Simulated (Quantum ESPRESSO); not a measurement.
Crystal: Nb.

```xyz
1
Lattice="-1.6640 1.6640 1.6640 1.6640 -1.6640 1.6640 1.6640 1.6640 -1.6640" Properties=species:S:1:pos:R:3 pbc="T T T"
Nb    0.0000    0.0000    0.0000
```

```yaml
Program: Quantum ESPRESSO 7.5
Task: relaxation of cell and atoms
Functional: PBEsol
Dispersion: D3(BJ)
Potentials_or_basis: GBRV 1.5 PBEsol
Cutoff: 612 eV
Density_cutoff: 4898 eV
k_mesh: 11 × 11 × 11
Occupations: fermi-dirac, width 0.05 eV
Spin: no spin polarisation
```

At the start: pressure -13.6 GPa; volume 18.43 Å³/atom.

Task: How do energy, volume and symmetry change on relaxing?

Result: Over 14 steps the energy falls by 61.9 meV/atom and the volume is 16.99 Å³/atom (-7.8 %); space group Im-3m (No. 229, to 0.05 Å).

Step by step:
```
step  energy change (eV)  largest force (eV/Å)  pressure (GPa)  volume (Å³)
   1              0.0000                0.0000          -13.60        18.43
   2             -0.0512                0.0000           -6.21        17.58
   3             -0.0500                0.0000            6.43        16.44
   4             -0.0532                0.0000            5.41        16.52
   5             -0.0578                0.0000            3.57        16.67
   6             -0.0612                0.0000            1.24        16.87
   7             -0.0617                0.0000           -1.19        17.09
   8             -0.0617                0.0000           -1.14        17.09
   9             -0.0617                0.0000           -1.06        17.08
  10             -0.0618                0.0000           -0.93        17.07
  11             -0.0619                0.0000           -0.77        17.05
  12             -0.0619                0.0000           -0.58        17.03
  13             -0.0619                0.0000           -0.37        17.02
  14             -0.0619                0.0000           -0.15        16.99
```

Final structure:
```
Nb
1.0
    -1.61964    1.61964    1.61964
     1.61964   -1.61964    1.61964
     1.61964    1.61964   -1.61964
Nb
1
Direct
  0.00000 0.00000 0.00000
```

Caveat: pairwise dispersion overbinds metals, which lowers pressure and volume.
